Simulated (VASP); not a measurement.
# Te2Pt (P-3m1) in VASP: notebook

The runs below take Te2Pt through single point, with PBEsol+U.

Program: VASP 6.6.1. These are calculated values, not measurements. Logs are shortened: lines on timing, memory, paths and dates and some standing lists are left out, and cuts for length are marked.

**1. The structure**

It takes space group P-3m1 (No. 164, trigonal). Conventional cell: a = 4.018 Å, b = 4.018 Å, c = 5.212 Å, α = 90.00°, β = 90.00°, γ = 120.00°. Te (site symmetry 3m) is surrounded by 3 Pt at 2.66 Å. Pt (site symmetry -3m) has 6 Te at 2.66 Å as nearest neighbours.

**2. Single point, PBEsol+U, collinear spin, random start**

The input, INCAR:

```
SYSTEM = Te2Pt
ALGO = Normal
EDIFF = 1E-6
ENCUT = 520
GGA = PS
ISIF = 2
ISMEAR = 0
ISPIN = 2
LASPH = .True.
LCHARG = .False.
LDAU = .True.
LDAUJ = 0 0
LDAUL = -1 2
LDAUPRINT = 1
LDAUTYPE = 2
LDAUU = 0 8
LMAXMIX = 4
LORBIT = 11
LREAL = .False.
LWAVE = .False.
MAGMOM = -0.57 -0.34 0
NBANDS = 22
NELM = 80
PREC = Accurate
SIGMA = 0.05
```

The input, KPOINTS:

```
k-points
0
Gamma
  6 6 4
  0 0 0
```

The input, POSCAR:

```
Te2Pt
1.0
    4.0179994500      0.0000000000      0.0000000000
   -2.0089997300      3.4796896000      0.0000000000
    0.0000000000      0.0000000000      5.2119993300
Te Pt
2 1
Direct
    0.3333333333      0.6666666667      0.2500000000
    0.6666666667      0.3333333333      0.7500000000
    0.0000000000      0.0000000000      0.0000000000
```

Potentials or basis: VASP PAW PBE potentials, release 64 (Te, Pt).

Launch:

```
> cat potpaw_PBE.64/Te/POTCAR potpaw_PBE.64/Pt/POTCAR > POTCAR
> mpirun -np 1 vasp_std > vasp.out
```

OUTCAR:

```text
SYSTEM = Te2Pt
   EDIFF = 1E-6
   ENCUT = 520
   GGA = PS
   ISIF = 2
   ISMEAR = 0
   ISPIN = 2
   LASPH = .True.
   LORBIT = 11
   LREAL = .False.
   NELM = 80
   PREC = Accurate

 ion  position               nearest neighbor table
   1  0.333  0.667  0.250-   3 2.66   3 2.66   3 2.66   2 3.49   2 3.49   2 3.49   2 3.49   2 3.49
                             2 3.49
   2  0.667  0.333  0.750-   3 2.66   3 2.66   3 2.66   1 3.49   1 3.49   1 3.49   1 3.49   1 3.49
                             1 3.49
   3  0.000  0.000  0.000-   2 2.66   1 2.66   2 2.66   1 2.66   2 2.66   1 2.66

  LATTYP: Found a hexagonal cell.
 ALAT       =     4.0179994500
 C/A-ratio  =     1.2971627784

  Lattice vectors:

 A1 = (   4.0179994500,   0.0000000000,   0.0000000000)
 A2 = (  -2.0089997300,   3.4796896000,   0.0000000000)
 A3 = (   0.0000000000,   0.0000000000,   5.2119993300)

Analysis of symmetry for initial positions (statically):
=====================================================================
 Subroutine PRICEL returns:
 Original cell was already a primitive cell.

 Routine SETGRP: Setting up the symmetry group for a
 hexagonal supercell.

 Subroutine GETGRP returns: Found 12 space group operations
 (whereof 12 operations were pure point group operations)
 out of a pool of 24 trial point group operations.

The static configuration has the point symmetry D_3d.

Analysis of symmetry for dynamics (positions and initial velocities):
=====================================================================
 Subroutine PRICEL returns:
 Original cell was already a primitive cell.

 Routine SETGRP: Setting up the symmetry group for a
 hexagonal supercell.

 Subroutine GETGRP returns: Found 12 space group operations
 (whereof 12 operations were pure point group operations)
 out of a pool of 24 trial point group operations.

The dynamic configuration has the point symmetry D_3d.

Analysis of structural, dynamic, and magnetic symmetry:
=====================================================================
 Subroutine PRICEL returns:
 Original cell was already a primitive cell.

 Routine SETGRP: Setting up the symmetry group for a
 hexagonal supercell.

 Subroutine GETGRP returns: Found  6 space group operations
 (whereof  6 operations were pure point group operations)
 out of a pool of 24 trial point group operations.

[... 175 lines left out ...]
  o =  0.9600  v = -0.3486  0.5448  0.0000 -0.2656  0.7149  0.0000  0.0000  0.0000  0.0000  0.0000      0.0000  0.0000  0.0000  0.0000  0.0000  0.0000  0.0000  0.0000  0.0000  0.0000
  o =  0.9601  v =  0.0000  0.0000  0.0000  0.0000  0.0000  0.7155  0.2653  0.0000  0.5441  0.3489      0.0000  0.0000  0.0000  0.0000  0.0000  0.0000  0.0000  0.0000  0.0000  0.0000
  o =  0.9601  v =  0.0000  0.0000  0.0000  0.0000  0.0000 -0.3489  0.5441  0.0000 -0.2653  0.7155      0.0000  0.0000  0.0000  0.0000  0.0000  0.0000  0.0000  0.0000  0.0000  0.0000

 number of electron      21.9999997 magnetization      -0.0091531

 Free energy of the ion-electron system (eV)
  ---------------------------------------------------
  ext. energy  EPLUGINS =         0.00000000
  ---------------------------------------------------
  free energy    TOTEN  =       -10.50330273 eV

  energy without entropy =      -10.50017220  energy(sigma->0) =      -10.50173747

 E-fermi :   8.3161     XC(G=0): -10.6466

 val. band max:        8.3086422527   @ k =   0.5000   0.0000   0.0000
 cond. band min:       8.3167206485   @ k =   0.5000   0.0000   0.0000
 fundamental gap:      0.0080783958
 Fermi energy:         8.3161130962

 spin component 1

 k-point     1 :       0.0000    0.0000    0.0000
  band No.  band energies     occupation
      1      -5.6540      1.00000
      2      -2.2122      1.00000
      3       0.8546      1.00000
      4       1.3018      1.00000
      5       1.3018      1.00000
      6       2.6477      1.00000
[... 589 lines left out ...]
     21      18.0736      0.00000
     22      18.7225      0.00000
 Fermi energy:         8.3161130962

 spin component 2

 k-point     1 :       0.0000    0.0000    0.0000
  band No.  band energies     occupation
      1      -5.6555      1.00000
      2      -2.2132      1.00000
      3       0.8516      1.00000
      4       1.2901      1.00000
      5       1.2901      1.00000
      6       2.6400      1.00000
[... 589 lines left out ...]
     21      18.0722      0.00000
     22      18.7206      0.00000

------------------------ aborting loop because EDIFF is reached ----------------------------------------

  FORCE on cell =-STRESS in cart. coord.  units (eV):
  Direction    XX          YY          ZZ          XY          YZ          ZX
  --------------------------------------------------------------------------------------
  -------------------------------------------------------------------------------------
  Total       -1.2095198     -1.2095198     -1.0046753      0.0000000      0.0000000     -0.0000000
  in kB      -26.5930915    -26.5930916    -22.0892798      0.0000000      0.0000000     -0.0000000
  external PRESSURE =     -25.0918210 kB  Pullay stress =       0.0000000 kB

 VOLUME and BASIS-vectors are now :
 -----------------------------------------------------------------------------
  energy-cutoff  :      520.00
  volume of cell :       72.87
      direct lattice vectors                 reciprocal lattice vectors
     4.017999450  0.000000000  0.000000000     0.248880074  0.143690978  0.000000000
    -2.008999730  3.479689600  0.000000000     0.000000000  0.287381955  0.000000000
     0.000000000  0.000000000  5.211999330     0.000000000  0.000000000  0.191864952

 POSITION                                       TOTAL-FORCE (eV/Angst)
 -----------------------------------------------------------------------------------
     -0.00000      2.31979      1.30300         0.000000     -0.000000      0.214670
      2.00900      1.15990      3.90900        -0.000000     -0.000000     -0.214672
      0.00000      0.00000      0.00000        -0.000000      0.000000      0.000002
 -----------------------------------------------------------------------------------
    total drift:                               -0.000000      0.000000      0.000003

  FREE ENERGIE OF THE ION-ELECTRON SYSTEM (eV)
  ---------------------------------------------------
  free  energy   TOTEN  =       -10.5033027338 eV

  energy  without entropy=      -10.5001722020  energy(sigma->0) =      -10.50173747

 total charge

# of ion       s       p       d       tot
------------------------------------------
    1        1.404   1.823   0.066   3.293
    2        1.404   1.823   0.066   3.293
    3        0.614   0.600   9.015  10.230
--------------------------------------------------
tot          3.421   4.246   9.147  16.815

 magnetization (x)

# of ion       s       p       d       tot
------------------------------------------
    1       -0.000  -0.001  -0.000  -0.001
    2       -0.000  -0.001  -0.000  -0.001
    3       -0.000   0.000  -0.005  -0.005
--------------------------------------------------
tot         -0.000  -0.001  -0.005  -0.007
```

stdout:

```text
POSCAR found type information on POSCAR TePt
 POSCAR found :  2 types and       3 ions
 scaLAPACK will be used
 -----------------------------------------------------------------------------
|                                                                             |
|                                                                             |
|     You enforced a specific xc type in the INCAR file but a different       |
|     I HOPE YOU KNOW WHAT YOU ARE DOING!                                     |
|                                                                             |
 -----------------------------------------------------------------------------

 LDA part: xc-table for (Slater+PW92), standard interpolation
 POSCAR, INCAR and KPOINTS ok, starting setup
 FFT: planning ... GRIDC
 FFT: planning ... GRID_SOFT
 FFT: planning ... GRID
 WAVECAR not read
 entering main loop
```

It took 63 s on 1 thread of Intel Xeon Platinum 8488C (Sapphire Rapids), shared host; peak memory 0.24 GiB.

What came out:

| Quantity | Value |
| --- | --- |
| Free energy | -10.5033 eV |
| Pressure | -2.5 GPa |
| Largest force | 0.215 eV/Å |
| Band gap on the k mesh | none (metal or under the smearing width) |
| Net moment | -0.01 μB per cell |
| Valence electrons inside the program's atomic spheres | Te 3.29; Pt 10.23 |

Forces in eV/Å, atoms in the order of the input:
```
Te   0.000  0.000  0.215
Te   0.000  0.000 -0.215
Pt   0.000  0.000  0.000
```

Levels at points of the mesh, in eV from the Fermi level:
Spin up:
```tsv
k point	band 9	band 10	band 11	band 12	band 13	band 14
(0.00, 0.00, 0.00)	-0.23	-0.23	0.95	0.95	1.57	2.98
(0.50, 0.00, 0.00)	-3.35	-3.21	-3.17	0.00	2.47	3.53
(0.00, 0.00, 0.50)	-1.44	-0.87	-0.87	2.05	2.05	4.47
(0.50, 0.00, 0.50)	-4.42	-2.26	-0.51	0.43	1.22	4.49
```
Spin down:
```
           k point  band 8  band 9  band 10  band 11  band 12  band 13  band 14  band 15
(0.00, 0.00, 0.00)   -3.69   -0.23    -0.23     0.95     0.95     1.56     2.97     4.62
(0.50, 0.00, 0.00)   -3.60   -3.36    -3.21    -3.17    -0.01     2.46     3.52     5.70
(0.00, 0.00, 0.50)   -2.11   -1.44    -0.87    -0.87     2.05     2.05     4.47     5.50
(0.50, 0.00, 0.50)   -5.09   -4.43    -2.26    -0.51     0.42     1.21     4.48     4.49
```

Eigenvalues of the final occupation matrices:
```tsv
site	spin	trace	eigenvalues
site 3 d	1	4.55	0.84 0.84 0.96 0.96 0.96
site 3 d	2	4.55	0.84 0.84 0.96 0.96 0.96
```

Caveat: the PAW data sets were made with another functional, which shifts forces and pressure a little; the U is typed as a test and isn't derived for this compound. Spin-orbit coupling is left out, which matters for the levels of Pt, Te.

**3. Single point, PBEsol+U, collinear spin, ferromagnetic start**

The input, INCAR:

```
  ALGO = Normal
  EDIFF = 1E-6
  ENCUT = 520
  GGA = PS
  ISIF = 2
  ISMEAR = 0
  ISPIN = 2
  LASPH = T
  LCHARG = F
  LDAU = T
  LDAUJ = 0 0
  LDAUL = -1 2
  LDAUPRINT = 1
  LDAUTYPE = 2
  LDAUU = 0 8
  LMAXMIX = 4
  LORBIT = 11
  LREAL = F
  LWAVE = F
  MAGMOM = 0.5 0.5 0
  NELM = 100
  NUPDOWN = 1
  PREC = Accurate
  SIGMA = 0.05
```

The input, KPOINTS:

```
k-points
0
Gamma
  6 6 4
```

POSCAR is that of step 2.

Potentials or basis: VASP PAW PBE potentials, release 64 (Te, Pt).

Launch:

```
> cat potpaw_PBE.64/Te/POTCAR potpaw_PBE.64/Pt/POTCAR > POTCAR
> mpirun -np 1 vasp_std > vasp.out
```

It took 57 s on 1 thread of Intel Xeon Platinum 8488C (Sapphire Rapids), shared host; peak memory 0.23 GiB.

The run converged. Its results:

- Free energy: -10.2089 eV
- Pressure: -1.5 GPa
- Largest force: 0.306 eV/Å
- Net moment: 1.00 μB per cell
- Site moments: Te +0.20; Pt +0.33 μB
- Valence electrons inside the program's atomic spheres: Te 3.29; Pt 10.24

Forces in eV/Å, atoms in the order of the input:
```
Te   0.000  0.000  0.306
Te   0.000  0.000 -0.306
Pt   0.000  0.000  0.000
```

Stress tensor (GPa, compression positive):
```
-1.88  0.00  0.00
 0.00 -1.88  0.00
 0.00  0.00 -0.75
```

Eigenvalues of the final occupation matrices:
```
    site  spin  trace               eigenvalues
site 3 d     1   4.71  0.91 0.91 0.96 0.96 0.96
site 3 d     2   4.42  0.78 0.78 0.95 0.96 0.96
```

Caveat: the PAW data sets were made with another functional, which shifts forces and pressure a little; the total moment is fixed, so each spin has its own Fermi level; the U is typed as a test and isn't derived for this compound. The state reached can hang on the start; a lower one may exist.

**4. Single point, PBEsol+U, collinear spin, ferromagnetic start**

The input, INCAR:

```
PREC     = Accurate       # precision mode
ENCUT    = 520            # plane-wave cutoff, eV
EDIFF    = 1E-7           # SCF threshold, eV
ISMEAR   = 0              # smearing method
SIGMA    = 0.05           # smearing width, eV
LREAL    = F              # projectors in reciprocal space
LASPH    = T              # aspherical terms in the spheres
NELM     = 80             # most SCF steps
ALGO     = Normal         # electronic algorithm
ISIF     = 2              # what is computed and relaxed
LWAVE    = F              # write WAVECAR
LCHARG   = T              # write CHGCAR
ISPIN    = 2              # spin polarisation
MAGMOM   = 0.5 0.5 0      # initial moments
LORBIT   = 11             # projections on sites
LMAXMIX  = 4              # l up to which the mixer works
LDAU     = T              # DFT+U
LDAUTYPE = 2            
LDAUL    = -1 2           # shell
LDAUU    = 0 5            # U, eV
LDAUJ    = 0 0          
LDAUPRINT= 1            
GGA      = PS             # functional
LELF     = T              # ELF
LVHAR    = T            
NBANDS   = 22             # bands
```

The input, KPOINTS:

```
regular mesh
0
Gamma
  6 6 4
```

POSCAR is that of step 3.

Launch:

```
> cat potpaw_PBE.64/Te/POTCAR potpaw_PBE.64/Pt/POTCAR > POTCAR
> mpirun -np 1 vasp_std > vasp.out
```

Run time: 99 s. Hardware: 1 thread of Intel Xeon Platinum 8488C (Sapphire Rapids), shared host; peak memory 0.24 GiB.

The run converged. Its results:

| Quantity | Value |
| --- | --- |
| Free energy | -11.9569 eV |
| Pressure | 0.3 GPa |
| Largest force | 0.432 eV/Å |
| Band gap on the k mesh | none (metal or under the smearing width) |
| Net moment | 0.00 μB per cell |
| Valence electrons inside the program's atomic spheres | Te 3.32; Pt 9.86 |

Forces on the atoms (eV/Å):
```
Te   0.000  0.000  0.432
Te   0.000  0.000 -0.432
Pt   0.000  0.000  0.000
```

Stress tensor (GPa, compression positive):
```
0.22 0.00 0.00
0.00 0.22 0.00
0.00 0.00 0.43
```

Levels at points of the mesh, in eV from the Fermi level:
Spin up:
```csv
k point,band 7,band 8,band 9,band 10,band 11,band 12,band 13,band 14,band 15,band 16
"(0.00, 0.00, 0.00)",-4.99,-3.38,-0.43,-0.43,1.02,1.02,1.41,2.78,4.40,6.01
"(0.50, 0.00, 0.00)",-4.69,-3.78,-3.41,-3.36,-3.21,0.06,2.50,3.50,5.44,5.74
"(0.00, 0.00, 0.50)",-5.02,-2.26,-1.48,-1.04,-1.04,2.12,2.12,4.19,5.19,5.19
"(0.50, 0.00, 0.50)",-4.86,-4.68,-4.01,-2.51,-0.68,0.48,1.24,4.31,4.32,6.36
```
Spin down:
| k point | band 8 | band 9 | band 10 | band 11 | band 12 | band 13 | band 14 | band 15 |
| --- | --- | --- | --- | --- | --- | --- | --- | --- |
| (0.00, 0.00, 0.00) | -3.38 | -0.43 | -0.43 | 1.02 | 1.02 | 1.41 | 2.78 | 4.40 |
| (0.50, 0.00, 0.00) | -3.78 | -3.41 | -3.36 | -3.21 | 0.06 | 2.50 | 3.50 | 5.44 |
| (0.00, 0.00, 0.50) | -2.26 | -1.48 | -1.04 | -1.04 | 2.12 | 2.12 | 4.19 | 5.19 |
| (0.50, 0.00, 0.50) | -4.68 | -4.01 | -2.51 | -0.68 | 0.48 | 1.24 | 4.31 | 4.32 |

Eigenvalues of the final occupation matrices:
```csv
site,spin,trace,eigenvalues
site 3 d,1,4.32,0.78 0.78 0.92 0.92 0.92
site 3 d,2,4.32,0.78 0.78 0.92 0.92 0.92
```

Caveat: the PAW data sets were made with another functional, which shifts forces and pressure a little; the U is typed as a test and isn't derived for this compound.

**5. The runs side by side**

| spin | U | fixed moment (μB) | gap on the mesh (eV) | pressure (GPa) | moment (μB) | largest force (eV/Å) |
| --- | --- | --- | --- | --- | --- | --- |
| collinear, random start | Pt d U = 8 eV | - | none | -2.5 | 0.01 | 0.21 |
| collinear, ferromagnetic start | Pt d U = 8 eV | 1 | - | -1.5 | 1.00 | 0.31 |
| collinear, ferromagnetic start | Pt d U = 5 eV | - | none | 0.3 | 0.00 | 0.43 |

Alike in all rows: task single point; level PBEsol+U; potentials or basis VASP PAW PBE potentials, release 64 (Te, Pt); cell as given; k mesh 6 × 6 × 4; cutoff (eV) 520; smearing gaussian 0.05 eV.

Caveats: the PAW data sets were made with another functional, which shifts forces and pressure a little; the U is typed as a test and isn't derived for this compound; the total moment is fixed, so each spin has its own Fermi level (some runs).

Absolute energies hang on the potentials; compare differences alone.
